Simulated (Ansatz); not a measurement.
**What a trial cell of Pb relaxes into**

All numbers below come from DFT PBE, scalar-relativistic, plane waves, PAW (Ansatz 0.2.0).

Pb was placed on the beta-tin structure type (I4_1/amd, No. 141), at a guessed volume.

The final relaxation ran on this input, with the default PAW datasets:

```yaml
crystal:
  lattice:
    - [-3.0799865891, 3.0799865891, 1.6801895393]
    - [3.0799865891, -3.0799865891, 1.6801895393]
    - [3.0799865891, 3.0799865891, -1.6801895393]
  atoms:
    - { symbol: Pb, position: [0.0, 0.0, 0.0] }
    - { symbol: Pb, position: [0.75, 0.25, 0.5] }
basis:
  ecutwfc: 420
kpoints:
  mp_grid: { grid: [18, 18, 18] }
hamiltonian:
  xc: pbe
scf:
  occupations: { method: gaussian, width: 0.1 }
output:
  forces: true
  stress: true
  eigenvalues: true
relax:
  adjacent_minimum: "off"
  f_tol: 0.01
  max_steps: 80
  cell: { stress_tol: 0.05 }
```

It can be run as:

```bash
ansatz run input.yaml --threads 1 --pin off --backend cpu --events-out ev --progress --plain --runs-dir out  # memory cap (--max-ram) not shown
```

End of the output:

```
SCF converged after 6 iterations
Free energy (F): -23812.557813 eV
Harris-Foulkes:  -23812.557813 eV  (|F-HF|=2.18e-11)
Internal energy: -23812.550527 eV  (E = F + TS)
E sigma→0 (E₀):  -23812.554170 eV
Entropy (-TS):   -0.007285 eV (-3.643 meV/atom)
Fermi energy:    9.405732 eV
--- Per-component energies (eV) ---
  E_band       = -111.150146
  E_kinetic    = 577.632994
  E_local      = -2205.630291  (includes V_loc(G=0)·N_el)
  E_nonlocal   = 699.314565
  E_hartree    = 876.753821
  E_xc         = -440.330795
  E_vxc        = -263.516704  (∫ρ·V_xc dr)
  E_paw        = -20812.910364  (= ΣΔE_a)
  E_vpaw       = -672.458403  (= ΣTr[D̂ρ^β])
  E_aug_tail   = 0.000095  (compensation charges beyond the density's cutoff)
  E_ewald      = -2507.380551
  E_smearing   = -0.007285  (= −TS)
  E_closure    = 0.000000  (closes the sum)
  Σ components = -23812.557813   (vs F -23812.557813, Δ=0.00e0)
--- Forces (eV/Å), atoms counted from 1 ---
  atom   1  Pb     0.00000000     0.00000000     0.00000000
  atom   2  Pb     0.00000000     0.00000000     0.00000000
  max |Σ_I F_I| component: 0.00e0 eV/Å
--- Stress (GPa, compression-positive) ---
        0.006225       0.000000       0.000000
        0.000000       0.006225       0.000000
        0.000000       0.000000      -0.015991
  P = ⅓ Tr σ = -0.0012 GPa (-0.012 kbar)
--- Relaxed structure (4 steps of the walk, 4 accepted, 1 SCFs on fresh bases) ---
  F+E_penalty+E_count = -23812.55781253 eV   max|allowed force component| = 1.735e-18 eV/Å   (the final SCF, on the basis selected at the relaxed cell)
  cell:  # Å, volume = 66.5885 Å³
    - [-3.146889, 3.146889, 1.681033]
    - [3.146889, -3.146889, 1.681033]
    - [3.146889, 3.146889, -1.681033]
  atoms:
    - { symbol: Pb, position: [0.000000, 0.000000, 0.000000] }
    - { symbol: Pb, position: [0.75, 0.250000, 0.500000] }
```

Total energies depend on the potentials used, so only differences within one code and one set of settings carry meaning.

The result has space group I4_1/amd (No. 141). Pb is coordinated by 6 Pb at 3.26–3.36 Å.

It lies 0.14 eV/atom above the element's standard state at the same level.

For metals, differences of a few meV/atom aren't resolved. Spin–orbit coupling is left out.

Symmetry constrained the relaxation, so the result can be a saddle point.